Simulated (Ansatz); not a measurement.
All-electron card of ZnO

```
Zn O
1.0
     3.24940    0.00000    0.00000
    -1.62470    2.81406    0.00000
     0.00000    0.00000    5.20380
Zn O
2 2
Direct
  0.33333 0.66667 0.00000
  0.66667 0.33333 0.50000
  0.33333 0.66667 0.38210
  0.66667 0.33333 0.88210
```

Atom numbers follow the list: Zn1, Zn2, O3, O4.

The cell comes from COD entry 9004178, which wasn't checked; take it as a given geometry.

Levels of theory: DFT, LDA, all-electron LAPW, scalar-relativistic (Ansatz 0.2.0); DFT, LDA, PAW with Ansatz's default frozen-core files, scalar-relativistic (Ansatz 0.2.0); DFT, LDA, all-electron PAW with datasets made for the crystal, scalar-relativistic (Ansatz 0.2.0).

For LAPW: a Γ-centred 11×11×6 k mesh, Fermi–Dirac smearing of 0.02 eV, basis error target 0.5 meV/atom, no spin polarisation. PAW takes a cutoff of 420 eV at this cell (files made with PBE, cores remade for this functional). The crystal-made all-electron datasets (AE datasets) take a cutoff of 460 eV at this cell. The Ansatz runs share mesh, smearing and spin set-up. Values come from LAPW unless marked.

| Item | Value |
| --- | --- |
| Pressure at this cell | -7.03 GPa |
| Band gap | 0.75 eV, direct at Γ |
| Stress xx, yy, zz (compression positive) | -7.24, -7.24, -6.61 GPa |
| Largest force | 0.040 eV/Å on O3 |
| Löwdin charges (with 0.39 e of the cell spilling out of the atomic basis, so their sizes and signs hang on that basis) | Zn1 1.40, O3 -1.21 e |
| Bader charges (from the PAW run) | Zn1 +1.18, O3 -1.18 e |
| Field gradients Vzz (crystal-made datasets) | Zn1 0.71 (η = 0.00), O3 -0.34 (η = 0.00) in 10²¹ V/m² |
| Volume per atom | 11.90 Å³ |
